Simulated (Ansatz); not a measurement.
Field gradients of SiO₂ from run to run

Cell of run 1: an entry of the Crystallography Open Database (COD), atoms as given.

Space group Pbcn (No. 60); a = 4.0970, b = 5.0462, c = 4.4946 Å.

```
site  Wyckoff  site symmetry       x       y       z
  Si       4c            .2.  0.0000  0.1522  0.2500
   O       8d              1  0.7336  0.6245  0.9186
```

One atom of each set is listed.

Relaxed positions (PBE, cell held):

Si (0.0000, 0.1524, 0.2500)
O (0.7316, 0.6172, 0.9200)

All runs are DFT with Ansatz 0.2.0 (plane waves and PAW, scalar-relativistic unless spin–orbit coupling is named, Γ-centred meshes, Fermi–Dirac smearing where given) in this cell.

Run 1: PBE, gradients read without the response of the cores, atoms as given; 420 eV, 5×4×5 k-points, smearing 0.02 eV.
Run 2: PBE, gradients read without the response of the cores, atoms relaxed; 420 eV, 5×4×5 k-points, smearing 0.02 eV.
Run 3: r2SCAN, gradients read without the response of the cores, at the relaxed atoms; 500 eV, 5×4×5 k-points, smearing 0.02 eV.

Task: What does each run give, and what moves the gradients most?

Result: 

| run | Si V_zz (η) | O V_zz (η) |
| --- | --- | --- |
| 1 | 0.87 (0.66) | -11.98 (0.47) |
| 2 | -1.04 (0.59) | -11.84 (0.41) |
| 3 | -1.05 (0.57) | -12.03 (0.40) |

V_zz in 10²¹ V/m². Against run 1, the gradient tensors on these sites move by at most 0.48 in run 2 (O), 0.49 in run 3 (O). Taken one at a time, the positions of the atoms (as given or relaxed) move the tensors on these sites by up to 0.48 (largest principal value of the change, on O), the functional (r2SCAN with its higher cutoff) by 0.19 (O). On some sites the largest principal value moves to another axis from run to run, and the sign of V_zz can flip with it.

In run 1 the atoms aren't at the calculated equilibrium (largest force 1.00 eV/Å). The cell isn't the equilibrium one in runs 1, 2 (calculated pressure 6, 6 GPa), and the entry's cell may itself be off.
